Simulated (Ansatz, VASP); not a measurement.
GaAs in VASP and in Ansatz

Contents of INCAR:

```
SYSTEM = GaAs
PREC = Accurate
ENCUT = 520
EDIFF = 1E-7
ISMEAR = -1
SIGMA = 0.05
LREAL = .False.
LASPH = .True.
NELM = 60
ALGO = Normal
ISIF = 2
LWAVE = .False.
LCHARG = .False.
GGA = PE
NBANDS = 16
```

The input KPOINTS:

```
Automatic mesh
0
Gamma
  8 8 8
  0 0 0
```

The input POSCAR:

```
GaAs
1.0
    0.0000000000      2.8268500000      2.8268500000
    2.8268500000      0.0000000000      2.8268500000
    2.8268500000      2.8268500000      0.0000000000
As Ga
1 1
Direct
    0.7500000000      0.7500000000      0.7500000000
    0.0000000000      0.0000000000      0.0000000000
```

Contents of input.yaml:

```yaml
crystal:
  lattice:
    - [0.0, 2.82685, 2.82685]
    - [2.82685, 0.0, 2.82685]
    - [2.82685, 2.82685, 0.0]
  atoms:
    - { symbol: As, position: [0.75, 0.75, 0.75] }
    - { symbol: Ga, position: [0.0, 0.0, 0.0] }
hamiltonian:
  xc: pbe
  pseudopotentials: { kind: paw }
kpoints:
  mp_grid: { grid: [8, 8, 8] }
scf:
  occupations: { method: fermi_dirac, width: 0.05 }
output:
  forces: true
  stress: true
  eigenvalues: true
```

Alike in both runs: task single point; functional PBE; k mesh 8 × 8 × 8; occupations fermi-dirac, width 0.05 eV; no spin polarisation.

|  | VASP | Ansatz |
| --- | --- | --- |
| version | VASP 6.6.1 | Ansatz 0.2.0 |
| potentials or method | VASP PAW PBE potentials, release 64 (As, Ga_d) | Ansatz PAW |
| plane-wave cutoff (eV) | 520 | 420 |
| valence electrons in the cell | 18 | 28 |

|  | VASP | Ansatz | Ansatz less VASP |
| --- | --- | --- | --- |
| gap on the k mesh at the Fermi level (eV) | 0.52 | 0.52 | -0.005 |
| least direct gap on the mesh (eV) | 0.52 | 0.52 | -0.005 |
| pressure (GPa) | 3.5 | 3.3 | -0.19 |

The two sets of potentials don't hold the same shells in valence.

A k mesh can miss the band edges. PBE gaps usually lie below the measured ones, often by a third to a half.
